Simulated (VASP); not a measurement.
Here is a VASP 6.6.1 calculation.

The input INCAR:

```
SYSTEM = TaC
  ALGO = Normal
  EDIFF = 1E-7
  EDIFFG = -0.002
  ENCUT = 520
  GGA = PE
  IBRION = 2
  ISIF = 3
  ISMEAR = 0
  LASPH = .True.
  LCHARG = .False.
  LREAL = .False.
  LWAVE = .False.
  NELM = 60
  NSW = 80
  PREC = Accurate
  SIGMA = 0.1
```

File KPOINTS:

```
k-points
0
Gamma
  10 10 10
  0 0 0
```

Contents of POSCAR:

```
TaC                                     
1.0
   -0.0000000000      2.2389855436      2.2389855436
    2.2389855436      0.0000000000      2.2389855436
    2.2389855436      2.2389855436      0.0000000000
  Ta              C             
     1     1
Direct
     0.0000000000000000    0.0000000000000000    0.0000000000000000
     0.5000000000000000    0.5000000000000000    0.5000000000000000
```

Potentials or basis: VASP PAW PBE potentials, release 64 (Ta_pv, C).

Command:

```bash
$ cat potpaw_PBE.64/Ta_pv/POTCAR potpaw_PBE.64/C/POTCAR > POTCAR
$ mpirun -np 1 vasp_std > vasp.out
```

Q: Estimate the band gap on the k mesh.

A: None (metal or under the smearing width).

Final structure:
```cif
data_structure
_symmetry_space_group_name_H-M 'P 1'
_symmetry_Int_Tables_number 1
_cell_length_a 3.1664
_cell_length_b 3.1664
_cell_length_c 3.1664
_cell_angle_alpha 60.000
_cell_angle_beta 60.000
_cell_angle_gamma 60.000
_cell_volume 22.45
loop_
_atom_site_label
_atom_site_type_symbol
_atom_site_fract_x
_atom_site_fract_y
_atom_site_fract_z
_atom_site_occupancy
Ta1 Ta 0.00000 0.00000 0.00000 1
C1 C 0.50000 0.50000 0.50000 1
```

Caveat: the relaxation stopped at its first step, so nothing moved. Spin-orbit coupling is left out, which matters for the levels of Ta.
